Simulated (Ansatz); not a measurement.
**ZnS: what a change does to the field gradients**

Base: a structure deposited in the COD whose atoms were relaxed with PBE, the cell held.

```yaml
crystal:
  lattice:
    - [3.82000, 0.00000, 0.00000]
    - [-1.91000, 3.30822, 0.00000]
    - [0.00000, 0.00000, 24.96000]
  atoms:
    - { symbol: Zn, position: [0.00000, 0.00000, 0.00000] }
    - { symbol: Zn, position: [0.00000, 0.00000, 0.50000] }
    - { symbol: Zn, position: [0.33333, 0.66667, 0.12493] }
    - { symbol: Zn, position: [0.66667, 0.33333, 0.62493] }
    - { symbol: Zn, position: [0.33333, 0.66667, 0.37509] }
    - { symbol: Zn, position: [0.66667, 0.33333, 0.87509] }
    - { symbol: Zn, position: [0.33333, 0.66667, 0.75001] }
    - { symbol: Zn, position: [0.66667, 0.33333, 0.25001] }
    - { symbol: S, position: [0.00000, 0.00000, 0.09376] }
    - { symbol: S, position: [0.00000, 0.00000, 0.59376] }
    - { symbol: S, position: [0.33333, 0.66667, 0.21869] }
    - { symbol: S, position: [0.66667, 0.33333, 0.71869] }
    - { symbol: S, position: [0.33333, 0.66667, 0.46883] }
    - { symbol: S, position: [0.66667, 0.33333, 0.96883] }
    - { symbol: S, position: [0.33333, 0.66667, 0.84389] }
    - { symbol: S, position: [0.66667, 0.33333, 0.34389] }
```

Atom numbers follow the list; atoms alike are taken as one site, whose name carries the number of the first.

Method: Kohn–Sham DFT in Ansatz, PBE, plane waves and PAW (field gradients read without the response of the frozen cores, which leaves them typically 4 to 6 % off), scalar-relativistic, 420 eV cutoff, Γ-centred 8×8×2 k-points, Fermi–Dirac smearing 0.02 eV.

(1) Variant: atom 3 (Zn) moved by 0.15 Å along (-0.062, -0.047, -0.128) Å. What happens to the gradients (10²¹ V/m²)?

## Answers

(1) 

```tsv
site	atoms	V_zz base	η base	V_zz variant	η variant
Zn2	2	0.041	0.00	0.20	0.00
Zn3	3	0.057	0.00	-3.25	0.90
Zn4	4	0.057	0.00	0.21	0.00
Zn5	5	0.083	0.00	0.24	0.01
Zn6	6	0.083	0.00	0.24	0.01
Zn7	7	-0.057	0.00	0.097	0.00
Zn8	8	-0.057	0.00	0.10	0.99
S9	9	-0.019	0.00	1.17	0.81
S10	10	-0.019	0.00	-0.16	0.00
S11	11	0.060	0.00	0.42	0.06
S12	12	0.060	0.00	-0.079	0.00
S13	13	-0.009	0.00	-0.15	0.00
S14	14	-0.009	0.00	-0.16	0.06
S15	15	0.14	0.00	<0.005	–
```

The largest change of V_zz along a kept axis is on S11, from 0.060 to 0.42. The whole tensor moves most on Zn3, by 3.22 along its most changed direction. Small gradients that grow severalfold: Zn3 (0.057 to -3.25), S9 (-0.019 to 1.17). V_zz changes sign on S12 (same axis), Zn8 (same axis), Zn7 (same axis). On Zn3, S9, Zn1 (not all in the table) the largest principal value lies along another axis in the second run, so the two V_zz can't be compared directly. The table leaves out 2 of the 16 sites, with |V_zz| up to 0.15; their tensors move by 0.13 at most along any direction. The statements above cover all sites. The number of symmetry-distinct sites goes from 8 to 16.

For the variant: The atoms aren't relaxed after the move (largest force 1.1 eV/Å).
